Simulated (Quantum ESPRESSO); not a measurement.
Co:

```xyz
2
Lattice="2.4720 0.0000 0.0000 -1.2360 2.1408 0.0000 0.0000 0.0000 4.0211" Properties=species:S:1:pos:R:3 pbc="T T T"
Co    1.2360    0.7136    3.0159
Co    0.0000    1.4272    1.0053
```

Base run:

```yaml
Program: Quantum ESPRESSO 7.5
Functional: PBEsol
Potentials_or_basis: GBRV 1.5 PBEsol
Cutoff: 762 eV
Density_cutoff: 6095 eV
k_mesh: 12 × 12 × 7
Occupations: fermi-dirac, width 0.05 eV
Spin: collinear spin, ferromagnetic start
Starting_moments: "[2.0, 2.0] μB"
Hubbard_terms: Co d U = 1 eV
```

Its results: band gap on the k mesh none (metal or under the smearing width); pressure -3.7 GPa; net moment 3.43 μB per cell; site moments Co +1.80 μB.

The run is repeated on the same cell with these changes: hubbard terms from Co d U = 1 eV to Co d U = 6 eV. What comes out?

Band gap on the k mesh none (metal or under the smearing width); pressure 3.9 GPa; net moment 3.76 μB per cell; site moments Co +2.02 μB.

Caveats: the U is typed as a test and isn't derived for this compound.
